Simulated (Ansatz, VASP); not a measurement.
**One calculation of EuO, two programs**

```
Eu O
1.0
     0.00000    2.55469    2.55469
     2.55469    0.00000    2.55469
     2.55469    2.55469    0.00000
Eu O
1 1
Cartesian
  0.0000 0.0000 0.0000
  2.5547 2.5547 2.5547
```

Alike in both runs: task single point; functional PBEsol; k mesh 9 × 9 × 9; collinear spin.

|  | VASP | Ansatz |
| --- | --- | --- |
| version | VASP 6.6.1 | Ansatz 0.2.0 |
| potentials or method | VASP PAW PBE potentials, release 64 (Eu, O) | plane waves, PAW |
| plane-wave cutoff (eV) | 520 | 476 |
| occupations | methfessel-paxton of order 1, width 0.1 eV | methfessel-paxton of order 1 |
| valence electrons in the cell | 23 | 23 |

Ansatz gave:

* net moment per atom (μB): 3.48
* size of the moment on the site where the two differ most (μB): 0.08

Task: Which values does VASP return?

Result: net moment per atom (μB): 3.48; size of the moment on the site where the two differ most (μB): 0.10.

Site moments also hang on the region over which each program counts them. Ansatz warned: «given_moment_on_shells».

Caveats: spin-orbit coupling is left out, which moves the levels of the heavy elements; a cell with one magnetic atom can't hold antiferromagnetic order, which such compounds often take; without U or exact exchange the open f shell lies at the Fermi level, which spoils levels, moments and volumes. The state reached can hang on the start; a lower one may exist. With open d or f shells a metallic result of PBEsol can be an artefact of self-interaction; +U or a hybrid may open a gap.
